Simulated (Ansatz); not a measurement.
# InP under uniaxial strain: field gradients at the nuclei

Cell: a structure deposited in the COD, whose atoms a relaxation with PBE at fixed cell left in place.

```yaml
crystal:
  lattice:
    - [0.00000, 2.93435, 2.93435]
    - [2.93435, 0.00000, 2.93435]
    - [2.93435, 2.93435, 0.00000]
  atoms:
    - { symbol: In, position: [0.00000, 0.00000, 0.00000] }
    - { symbol: P, position: [0.25000, 0.25000, 0.25000] }
```

Sites (sets of like atoms) are named by element and the number of their first atom in this list.

Method: Kohn–Sham DFT in Ansatz, PBE, plane waves and PAW, scalar-relativistic, 420 eV cutoff, Γ-centred 13×13×13 k-points, Fermi–Dirac smearing 0.02 eV.

The cell is stretched along z (the third Cartesian axis of the run's cell), x and y held, and the ions relax again each time.

```
strain along z (%)  In: V along z (10²¹ V/m²)  P: V along z (10²¹ V/m²)
                -3                       1.23                     -0.38
                -2                          ?                         ?
                -1                       0.40                     -0.13
                 0                       0.00                      0.00
                +1                      -0.39                      0.13
                +2                      -0.77                      0.26
                +3                      -1.14                      0.39
```

(1) Estimate the row at -2 % from the others.

Answers

(1) In: 0.81; P: -0.25. Worked for In: a straight line through the other 6 rows has a slope of -0.394 × 10²¹ V/m² per per cent of strain and gives 0.81 at -2 %, against 0.81 from the run, so the response is nearly linear here. For ¹¹⁵In that is −7.4 MHz of C_Q per per cent. Worked for P: a straight line through the other 6 rows has a slope of 0.128 × 10²¹ V/m² per per cent of strain and gives -0.25 at -2 %, against -0.25 from the run, so the response is nearly linear here. Without strain In and P sit on a cubic site without a gradient, so the whole gradient comes from the strain.
